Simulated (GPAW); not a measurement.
The system is C.

```
C
1.0
     2.52210    0.00000    0.00000
    -1.26105    2.18420    0.00000
     0.00000    0.00000    8.23710
C
8
Direct
  0.66667 0.33333 0.84375
  0.33333 0.66667 0.34375
  0.66667 0.33333 0.65625
  0.33333 0.66667 0.15625
  0.00000 0.00000 0.90625
  0.00000 0.00000 0.40625
  0.00000 0.00000 0.59375
  0.00000 0.00000 0.09375
```

This is a hexagonal form of diamond, not graphite.

* Program: GPAW 26.7.0
* Task: relaxation of cell and atoms
* Functional: PBEint
* Potentials or basis: PAW data sets generated in the run's folder for this functional
* Cutoff: 800 eV
* Basis: pw
* k mesh: 7 × 7 × 2
* Occupations: fermi-dirac, width 0.05 eV
* Spin: no spin polarisation

At the start: pressure -1.8 GPa; volume 5.67 Å³/atom.

Where does the relaxation end?

Over 7 steps the energy falls by 2.4 meV/atom and the volume is 5.65 Å³/atom (-0.5 %); space group P6_3/mmc (No. 194, to 0.05 Å).

Step by step:
```csv
step,energy change (eV),largest force (eV/Å),pressure (GPa),volume (Å³)
1,0.0000,0.3305,-1.82,45.38
2,-0.0096,0.0885,-1.71,45.36
3,-0.0125,0.0395,-1.47,45.34
4,-0.0145,0.0984,-1.14,45.30
5,-0.0178,0.1250,-0.39,45.22
6,-0.0191,0.0680,0.02,45.18
7,-0.0193,0.0127,0.09,45.17
```

Final structure:
```yaml
crystal:
  lattice:
    - [2.51001, 0.00000, 0.00000]
    - [-1.25500, 2.17373, 0.00000]
    - [0.00000, 0.00000, 8.27919]
  atoms:
    - { symbol: C, position: [0.66667, 0.33333, 0.84449] }
    - { symbol: C, position: [0.33333, 0.66667, 0.34449] }
    - { symbol: C, position: [0.66667, 0.33333, 0.65551] }
    - { symbol: C, position: [0.33333, 0.66667, 0.15551] }
    - { symbol: C, position: [0.00000, 0.00000, 0.90707] }
    - { symbol: C, position: [0.00000, 0.00000, 0.40707] }
    - { symbol: C, position: [0.00000, 0.00000, 0.59293] }
    - { symbol: C, position: [0.00000, 0.00000, 0.09293] }
```

Caveat: the k mesh is coarse; later steps reuse the first step's grids.
